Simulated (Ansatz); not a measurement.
# Ti: how the axes shrink under pressure

Ti, P6_3/mmc, a = 2.900 Å, c = 4.591 Å. Ansatz: PBEsol, PAW, 420 eV, Γ-centred 18×18×10 mesh on 2 atoms, Gaussian smearing 0.10 eV; no spin polarisation. Cell and atoms are relaxed at each pressure, and no other structure is tried, so the rows at high pressure may lie past a change of phase. y = 100 ln(c/c0) with c0 = 4.5910 Å, so nearly a change in per cent. The pressures are the targets, met within 0.02 GPa.

| P (GPa) | y | 100 ln(a/a0) |
| --- | --- | --- |
| -3.0 | ? | ? |
| 0.0 | 0.00 | 0.00 |
| 3.0 | -0.78 | -0.81 |
| 8.0 | -1.90 | -2.05 |
| 15.0 | -3.30 | -3.57 |
| 30.0 | -5.64 | -6.37 |
| 60.0 | -8.24 | -11.22 |

Q: Fit y = c1 P + c2 P² to the other rows, give the linear compressibility along c, and predict the missing y.

A: Least squares on the rows shown. y = −0.2438 P + 0.001779 P². The linear compressibility along c is −c1/100 = 2.44 per TPa, against 2.47 along a from the same fit to the last column (its missing entry is 0.91): the crystal is about as stiff along both at low pressure, though at 60 GPa 100 ln(a/a0) is -11.2 and y -8.2. The runs next to zero pressure give 2.65 and 2.86, so a parabola over the whole range misstates the start. With a term in P³ added, the coefficient of P becomes -0.2586, 6 % more, which shows how far this figure hangs on the form. At P = -3.0 the fit asked for gives 0.75. The run gave 0.81, so the fit is 0.06 too low, within twice the rms miss on the fitted rows (0.06).